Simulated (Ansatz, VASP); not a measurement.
One calculation of Ni, two programs

The input INCAR:

```
SYSTEM = Ni
PREC = Accurate
ENCUT = 520
EDIFF = 1E-7
ISMEAR = 1
SIGMA = 0.3
LREAL = .FALSE.
LASPH = .TRUE.
NELM = 80
ALGO = Normal
ISIF = 2
LWAVE = .FALSE.
LCHARG = .FALSE.
GGA = PE
NBANDS = 11
```

File KPOINTS:

```
Automatic mesh
0
G
  15 15 15
  0 0 0
```

File POSCAR:

```
Ni
1.0
    0.0000000000      1.7572466680      1.7572466680
    1.7572466680      0.0000000000      1.7572466680
    1.7572466680      1.7572466680      0.0000000000
Ni
1
Direct
    0.0000000000      0.0000000000      0.0000000000
```

Input for Ansatz:

```yaml
crystal:
  lattice:
    - [0.0, 1.757246668, 1.757246668]
    - [1.757246668, 0.0, 1.757246668]
    - [1.757246668, 1.757246668, 0.0]
  atoms:
    - { symbol: Ni, position: [0.0, 0.0, 0.0] }
hamiltonian:
  xc: pbe
  pseudopotentials:
    kind: paw
    azcp:
      Ni: "pseudopotentials/Ni.paw.azcp"
basis:
  ecutwfc: 420
  fft_grid_basis: typed
kpoints:
  mp_grid: { grid: [15, 15, 15], shift: [0, 0, 0] }
magnetization:
  spin_polarized: false
scf:
  occupations: { method: methfessel_paxton, width: 0.3 }
  lower_state_search: "off"
output:
  stress: true
```

Alike in both runs: task single point; functional PBE; k mesh 15 × 15 × 15; occupations methfessel-paxton of order 1, width 0.3 eV; no spin polarisation.

```csv
,VASP,Ansatz
version,VASP 6.6.1,Ansatz 0.2.0
potentials or method,"VASP PAW PBE potentials, release 64 (Ni)","plane waves (420 eV) with PAW, scalar-relativistic"
plane-wave cutoff (eV),520,420
valence electrons in the cell,10,18
```

```csv
,VASP,Ansatz,Ansatz less VASP
pressure (GPa),-0.5,-0.5,+0.01
```

With one functional, cell and mesh, what is left measures potentials, basis and numerics. The two sets of potentials don't hold the same shells in valence.

Caveats: the run has no spin polarisation, though such a crystal can be magnetic. Spin polarisation is off, so any magnetic state and its effect on volume and gap are missing.
